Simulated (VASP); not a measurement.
Here is a VASP 6.6.1 calculation.

File INCAR:

```
  ALGO = Normal
  EDIFF = 1E-7
  ENCUT = 520
  GGA = PE
  ISIF = 2
  ISMEAR = -1
  LASPH = True
  LCHARG = True
  LELF = True
  LREAL = False
  LVHAR = True
  LWAVE = False
  NBANDS = 11
  NELM = 60
  PREC = Accurate
  SIGMA = 0.05
```

KPOINTS

```
k-points
0
Gamma
  10 10 10
```

POSCAR

```
Hf
1.0
   -1.7353850000      1.7880950000      1.8403380000
    1.7684040000     -1.7610630000      1.8463250000
    1.7817980000      1.8074760000     -1.8133060000
Hf
1
Direct
   -0.0165250000     -0.0068030000     -0.0104090000
```

Potentials or basis: VASP PAW PBE potentials, release 64 (Hf_pv).

Command:

```sh
$ cat potpaw_PBE.64/Hf_pv/POTCAR > POTCAR
$ mpirun -np 1 vasp_std > vasp.out
```

Problem. What does it give for the pressure?

Solution. -5.2 GPa.

Problem. Predict the band gap on the k mesh.

Solution. None (metal or under the smearing width).

Stress tensor (GPa, compression positive):
```
-5.99 -1.19 -0.94
-1.19 -5.33 -0.77
-0.94 -0.77 -4.21
```

Spin-orbit coupling is left out, which matters for the levels of Hf.
